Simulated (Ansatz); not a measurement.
# Te2Mo: the cost of one run

Method: DFT PBE+D3(BJ), scalar-relativistic, plane waves, PAW, in Ansatz 0.2.0.

1 further run of the same task is left out (set aside as unsound or not needed).

### 1 Starting point

It takes space group P6_3/mmc (No. 194, hexagonal). The conventional cell has a = 3.496 Å, b = 3.496 Å, c = 13.701 Å, α = 90.00°, β = 90.00°, γ = 120.00°. Te (site symmetry 3m) is surrounded by 3 Mo at 2.72 Å. Mo (site symmetry -6m2) is surrounded by 6 Te at 2.72 Å.

Structure file:

```
Te Mo
1.0
     3.49640    0.00000    0.00000
    -1.74820    3.02797    0.00000
     0.00000    0.00000   13.70084
Te Mo
4 2
Direct
  0.33333 0.66667 0.61734
  0.66667 0.33333 0.11734
  0.33333 0.66667 0.88266
  0.66667 0.33333 0.38266
  0.33333 0.66667 0.25000
  0.66667 0.33333 0.75000
```

It is the result of an earlier relaxation at this level (volume 24.18 Å³/atom; gap on the mesh: 0.65 eV).

### 2 The reference cell

Reference values: F = -37836.6380 eV; pressure -0.01 GPa; largest force 0.005 eV/Å; gap on the mesh 0.65 eV. It was computed beforehand with the settings of the runs below.

### 3 Setting up a sublattice displacement scan

Every Mo atom is moved by x along the Cartesian unit vector (1.000, 0.000, 0.000); the cell and all other atoms stay fixed. Forces below are components along that vector, summed over the moved atoms.

### 4 Point x = -0.500 Å

input.yaml

```yaml
crystal:
  lattice:
    - [3.4964011497, 0.0, 0.0]
    - [-1.7482005748, 3.0279722174, 0.0]
    - [0.0, 0.0, 13.7008448353]
  atoms:
    - { symbol: Te, position: [0.3333333333, 0.6666666667, 0.6173401526] }
    - { symbol: Te, position: [0.6666666667, 0.3333333333, 0.1173401526] }
    - { symbol: Te, position: [0.3333333333, 0.6666666667, 0.8826598474] }
    - { symbol: Te, position: [0.6666666667, 0.3333333333, 0.3826598474] }
    - { symbol: Mo, position: [0.1903291474, 0.6666666667, 0.25] }
    - { symbol: Mo, position: [0.5236624808, 0.3333333333, 0.75] }
basis:
  ecutwfc: 420
kpoints:
  mp_grid: { grid: [12, 12, 2] }
hamiltonian:
  xc: pbe
  dispersion: d3bj
scf:
  occupations: { method: gaussian, width: 0.05 }
output:
  forces: true
  stress: true
  eigenvalues: true
```

The run is started by

```console
$ ansatz run input.yaml --threads 1 --pin off --max-ram 2560MiB --backend cpu --events-out ev --progress --plain --runs-dir out
```

Q: Estimate wall time and peak memory on 1 thread of Intel Xeon Platinum 8259CL at 2.50GHz (Skylake/Cascade Lake), shared host.

About 52 s, with a peak of 0.76 GiB.
